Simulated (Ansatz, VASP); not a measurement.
Fe3Ge: VASP beside Ansatz

File INCAR:

```
SYSTEM = Fe3Ge
PREC     = Accurate       ! precision mode
ENCUT    = 520            ! plane-wave cutoff, eV
EDIFF    = 1E-7           ! SCF threshold, eV
ISMEAR   = -1             ! smearing method
SIGMA    = 0.03           ! smearing width, eV
LREAL    = .FALSE.        ! projectors in reciprocal space
LASPH    = .TRUE.         ! aspherical terms in the spheres
NELM     = 100            ! most SCF steps
ALGO     = Normal         ! electronic algorithm
ISIF     = 2              ! what is computed and relaxed
LWAVE    = .FALSE.        ! write WAVECAR
LCHARG   = .FALSE.        ! write CHGCAR
GGA      = PS             ! functional
NBANDS   = 27             ! bands
```

Contents of KPOINTS:

```
regular mesh
0
G
  9 9 9
  0 0 0
```

The input POSCAR:

```
Fe3Ge
1.0
    3.8681307176      0.0000000000      0.0000000000
    0.0000000000      3.8681307176      0.0000000000
    0.0000000000      0.0000000000      3.8681307176
Fe Ge
3 1
Direct
    0.0000000000      0.5000000000      0.5000000000
    0.5000000000      0.5000000000      0.0000000000
    0.5000000000      0.0000000000      0.5000000000
    0.0000000000      0.0000000000      0.0000000000
```

Input for Ansatz:

```yaml
crystal:
  lattice:
    - [3.8681307176, 0.0, 0.0]
    - [0.0, 3.8681307176, 0.0]
    - [0.0, 0.0, 3.8681307176]
  atoms:
    - { symbol: Fe, position: [0.0, 0.5, 0.5] }
    - { symbol: Fe, position: [0.5, 0.5, 0.0] }
    - { symbol: Fe, position: [0.5, 0.0, 0.5] }
    - { symbol: Ge, position: [0.0, 0.0, 0.0] }
kpoints:
  mp_grid: { grid: [9, 9, 9] }
scf:
  occupations: { method: fermi_dirac, width: 0.03 }
  lower_state_search: "off"
hamiltonian:
  xc: pbesol
  pseudopotentials: { kind: paw }
output:
  forces: true
  stress: true
  eigenvalues: true
```

Change from the starting cell: volume scaled by 1.18, no spin polarisation, PAW files.

Alike in both runs: task single point; functional PBEsol; k mesh 9 × 9 × 9; occupations fermi-dirac, width 0.03 eV; no spin polarisation.

|  | VASP | Ansatz |
| --- | --- | --- |
| version | VASP 6.6.1 | Ansatz 0.2.0 |
| potentials or method | VASP PAW PBE potentials, release 64 (Fe, Ge_d) | PAW with Ansatz's default frozen-core files, scalar-relativistic |
| plane-wave cutoff (eV) | 520 | 420 |
| valence electrons in the cell | 38 | 62 |

Ansatz gave:

| Property | Result |
| --- | --- |
| pressure (GPa) | -38.5 |

What did VASP give for the same quantities?

Pressure (GPa): -38.2.

The two sets of potentials don't hold the same shells in valence.

Caveats: the cell as given lies far from equilibrium; so large a pressure means that the cell lies far from this level's equilibrium, or that cutoff or potentials fall short (VASP); the potentials were made for another functional, which shifts forces and pressure (VASP). Spin polarisation is off, so any magnetic state and its effect on volume and gap are missing.
